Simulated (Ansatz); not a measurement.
BN under changes of volume

One of the cells (8.249 Å³/atom); the others are scaled copies at fixed shape and fractional positions:

```
N B
1.0
     2.50804    0.00000    0.00000
    -1.24671    2.17623    0.00000
    -0.63067   -1.08812    3.02254
N B
1 1
Direct
  0.66851 0.33238 0.98500
  0.97964 0.98350 0.00181
```

The cell comes from a database or a generator and needn't be the stable form of this composition.

```yaml
Program: Ansatz 0.2.0
Functional: LDA
Potentials_or_basis: Ansatz PAW
Cutoff: "420 eV (not typed: the program's choice for these potentials)"
k_mesh: 13 × 13 × 9
Occupations: fermi-dirac, width 0.05 eV
Spin: no spin polarisation
```

```tsv
volume (Å³/atom)	energy over the lowest point (meV/atom)	pressure (GPa)	gap on the mesh (eV)	largest force (eV/Å)
7.754	15.69	14.1	2.61	3.104
7.919	?	?	?	?
8.084	0.00	1.5	2.64	2.830
8.249	1.29	-3.9	2.65	2.703
8.414	7.95	-8.9	2.66	2.584
8.579	19.52	-13.5	2.67	2.470
8.744	35.55	-17.6	2.68	2.363
```

**Question.** What does the run at 7.919 Å³/atom give?

**Answer.** Energy over the lowest point 4.62 meV/atom; pressure 7.5 GPa; gap on the mesh 2.62 eV; largest force 2.963 eV/Å.

Worked out: A Birch-Murnaghan fit of order 3 (a polynomial in V^(-2/3)) to the other rows has its minimum at 8.13 Å³/atom with B0 = V·E''(V) = 275 GPa and B' = 3.6 at fixed shape and positions, which overstates the stiffness. It gives 4.61 meV/atom at 7.919 Å³/atom, against the run's 4.62, and -dE/dV = 7.5 GPa, against 7.5. A straight line through the other rows of the gap, of slope 0.572 eV per unit of ln V, gives 2.62 eV, against the run's 2.62.

Energies are extrapolated to zero smearing.

Caveats: odd divisions of the mesh miss points on the zone boundary, where band edges often lie, so the gap on the mesh can be too wide; the PAW data sets come from PBE, with cores solved anew for the run's functional, which leaves a small shift of forces and pressure; forces of over 1 eV/Å show positions far from the minimum, so gaps and moduli don't describe the material at rest.

A mesh can miss the band edges.
